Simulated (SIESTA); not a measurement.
Band structure of Sb2Te3 (R-3m, 5 atoms in the cell).

```yaml
crystal:
  lattice:
    - [2.17348, 1.25486, 10.69840]
    - [-2.17348, 1.25486, 10.69840]
    - [0.00000, -2.50972, 10.69840]
  atoms:
    - { symbol: Sb, position: [0.60420, 0.60420, 0.60420] }
    - { symbol: Sb, position: [0.39580, 0.39580, 0.39580] }
    - { symbol: Te, position: [0.78254, 0.78254, 0.78254] }
    - { symbol: Te, position: [0.21746, 0.21746, 0.21746] }
    - { symbol: Te, position: [0.00000, 0.00000, 0.00000] }
```

Level of theory: GGA PBE, numerical atomic orbitals DZP, PseudoDojo PBE standard norm-conserving potentials (rewritten from UPF to PSML) in SIESTA.

Settings: XC.functional = GGA; XC.authors = PBE; potentials = PseudoDojo PBE standard; PAO.BasisSize = DZP; PAO.EnergyShift = 0.01 Ry; MeshCutoff = 400 Ry; kgrid.MonkhorstPack = 4 4 4; OccupationFunction = MP; OccupationMPOrder = 0; ElectronicTemperature = 2320.9 K; MaxSCFIterations = 150; SCF.Mixer.Method = Pulay; SCF.Mixer.Weight = 0.1; SCF.Mixer.History = 8.

The starting cell comes from a database of computed structures (which also holds hypothetical and non-ambient phases and stackings), without a prior relaxation at this level. Its lattice was rescaled by a random factor within 2.5 % of one. Spin-orbit coupling is off. Values carry the incompleteness of an atom-centred basis.

Predict the gap along the standard path and the places of the band edges.

The gap along the path is 0.32 eV, direct at Γ to within 0.01 eV.

Levels in eV from the top of the valence band on the path, bands 36 to 40:
```csv
point,36,37,38,39,40
Γ,-1.61,-0.91,-0.91,0.00,0.32
L,-2.76,-1.89,-1.07,-0.61,0.63
B1,-2.76,-1.75,-0.89,-0.67,1.22
B,-2.76,-1.75,-0.89,-0.67,1.22
Z,-1.07,-1.00,-1.00,-0.49,0.65
X,-2.93,-1.73,-0.96,-0.66,1.19
Q,-2.93,-1.73,-0.96,-0.66,1.19
F,-1.98,-1.58,-1.30,-1.09,1.03
P1,-2.28,-1.38,-1.24,-1.12,1.07
P,-2.28,-1.38,-1.24,-1.12,1.07
```

Higher empty bands are left out: an atom-centred basis made for the valence describes them poorly.
